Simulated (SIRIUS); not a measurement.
# C: equation of state with PBEsol

**What was measured.**

From “Equation of state of cubic boron nitride at high pressures and temperatures”, 2007, arxiv:cond-mat/0702656, for a bulk crystal of C: bulk modulus 442 ± 5 GPa.

C:

```xyz
2
Lattice="0.0000 1.7834 1.7834 1.7834 0.0000 1.7834 1.7834 1.7834 0.0000" Properties=species:S:1:pos:R:3 pbc="T T T"
C     2.6751    2.6751    2.6751
C     1.7834    1.7834    1.7834
```

This isn't the form of C at room conditions, which is graphite.

```
Program                                     : SIRIUS 7.12.0
Task                                        : equation of state
Functional                                  : PBEsol
Potentials or basis                         : PseudoDojo 0.4.1 PBEsol standard (scalar relativistic)
Cutoff                                      : 1127 eV
Density cutoff                              : 4507 eV
k mesh                                      : 13 × 13 × 13
Occupations                                 : fermi-dirac, width 0.05 eV
Spin                                        : no spin polarisation
Libxc names                                 : ["XC_GGA_X_PBE_SOL", "XC_GGA_C_PBE_SOL"]
Radial cutoff for the potentials' integrals : 6.5 bohr
```

* Equilibrium volume: 5.63 Å³/atom
* Bulk modulus: 449 GPa
* Pressure derivative of the bulk modulus: 3.7

Energy against volume, from the lowest point:
```
volume (Å³/atom)  energy (meV/atom)
           5.332              24.25
           5.445               8.90
           5.558               1.05
           5.672               0.00
           5.785               5.17
           5.899              15.97
           6.012              31.91
```

All runs of the series together: 100 s on 1 thread of Intel(R) Xeon(R) Platinum 8259CL CPU @ 2.50GHz (Skylake/Cascade Lake) (shared host).

Against the measured bulk modulus of C, 442 GPa (quoted in “Equation of state of cubic boron nitride at high pressures and temperatures”, 2007, arxiv:cond-mat/0702656), the calculated 449 GPa is off by +1.6 %. 3 values of this kind are on record (442 to 444.8 GPa); this one was drawn at random among those near their median, those with a stated uncertainty first. The fit is for a static lattice scaled at fixed shape and fixed fractional positions. The cell as given is a measured one (5.67 Å³/atom); PBEsol puts the equilibrium volume -0.7 % from it, thermal expansion not counted.
